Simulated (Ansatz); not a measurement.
The system is La.

```
La
1.0
     3.75000    0.00000    0.00000
    -1.87500    3.24760    0.00000
     0.00000    0.00000    6.07000
La
2
Cartesian
  1.8750 1.0825 4.5525
  0.0000 2.1651 1.5175
```

This isn't the form of La at room conditions, which is double hcp.

Program: Ansatz 0.2.0. Alike in all runs: task projected density of states; potentials or basis Ansatz PAW; no spin polarisation; cell as given; k mesh 5 × 5 × 3; smearing fermi-dirac 0.05 eV; the mesh is coarse, so values aren't converged. Hardware: 2 threads of Arm Neoverse V1, on a shared host.

Task: Order these runs on this cell by their wall time, lowest first.
A. level r2SCAN; cutoff (eV) 500
B. level HSE06; cutoff (eV) 420
C. level PBEsol; cutoff (eV) 420

Result: C (1.7 s), A (3.4 s), B (24 s).

Caveats: all runs use coarse meshes; the density of states is complete only up to the lowest level of the last band computed; the magnetic or orbital state may not be the lowest (some runs).
